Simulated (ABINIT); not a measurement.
Runs of ABINIT 10.8.3 (patched build) on InAs. Symmetry: F-43m, No. 216, cubic system. Conventional cell: a = 6.036 Å, b = 6.036 Å, c = 6.036 Å, α = 90.00°, β = 90.00°, γ = 90.00°. In (site symmetry -43m) is surrounded by 4 As at 2.61 Å. Around As (site symmetry -43m) lie 4 In at 2.61 Å. 

| task | level | potentials or basis | k mesh | cutoff (eV) | fine-grid cutoff | mesh quality | gap on the mesh (eV) | V0 of scaled cells (Å³/atom) | B0 (GPa) |
| --- | --- | --- | --- | --- | --- | --- | --- | --- | --- |
| band structure | LDA | JTH PAW LDA v2.0 | 8 × 8 × 8 | 463 | 925.187 eV | not flagged | none | - | - |
| equation of state | LDA-PZ | JTH PAW LDA v2.0 | 8 × 8 × 8 | 463 | 925.187 eV | not flagged | - | (a) | 60 |
| equation of state | LDA-VWN | JTH PAW LDA v2.0 | 8 × 8 × 8 | 463 | 925.187 eV | not flagged | - | 27.36 | 60 |
| equation of state | LDA | JTH PAW LDA v2.0 | 8 × 8 × 8 | 463 | 925.187 eV | not flagged | - | 27.38 | 60 |
| equation of state | LDA-VWN | JTH PAW LDA v2.0 sp | 8 × 8 × 8 | 408 | 816.342 eV | not flagged | - | (b) | 61 |
| band structure | LDA | JTH PAW LDA v2.0 sp | 8 × 8 × 8 | 408 | 816.342 eV | not flagged | none | - | - |
| single point | LDA | JTH PAW LDA v2.0 | 10 × 10 × 10 | 463 | 925.187 eV | not flagged | none | - | - |

Alike in all rows: no spin polarisation; cell as given; smearing fermi-dirac 0.05 eV.

Q: Fill in the values left out.

A: (a) 27.39; (b) 27.91.

Caveats: pressures at fixed basis lie under the slope of the energies (some runs); this crystal is a semiconductor, whose small gap the functional closes, so the metal is an error of the method (some runs); this set keeps more shells in the core, which shifts pressures and gaps (some runs).

A k mesh can miss the band edges, and the runs leave out spin-orbit coupling on As, In.

A gap of «none» marks a metal or a gap under the smearing width.

Not every run made on this cell is shown here.
